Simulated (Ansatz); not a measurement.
**Na (P6_3/mmc)**

Theory: DFT PBEsol, scalar-relativistic, plane waves, PAW (Ansatz 0.2.0).

Plane waves to 420 eV, a k mesh through Γ of 12×12×8 on the computed 2-atom cell and Gaussian smearing (0.10 eV); no spin polarisation.

The structure is relaxed at this level of theory with its symmetry kept. This form isn't the element's structure at ambient conditions.

Space group P6_3/mmc (No. 194). a = 3.724 Å, b = 3.724 Å, c = 6.038 Å, α = 90.00°, β = 90.00°, γ = 120.00°
| atom | site | symmetry | x | y | z |
| --- | --- | --- | --- | --- | --- |
| Na | 2c | -6m2 | 0.3333 | 0.6667 | 0.2500 |

* Space group: P6_3/mmc (No. 194)
* Volume per atom: 36.26 Å³
* Formation energy from the elements' standard states (uncorrected): -0.003 eV/atom
* Kohn–Sham band gap: none (metal)
* Density of states at the Fermi level: 0.99 states/eV per cell
* Löwdin character within 0.5 eV of the Fermi level: Na 3s 83 %, unprojected 17 %
* Bulk modulus: 7.9 GPa
* Its pressure derivative: 3.7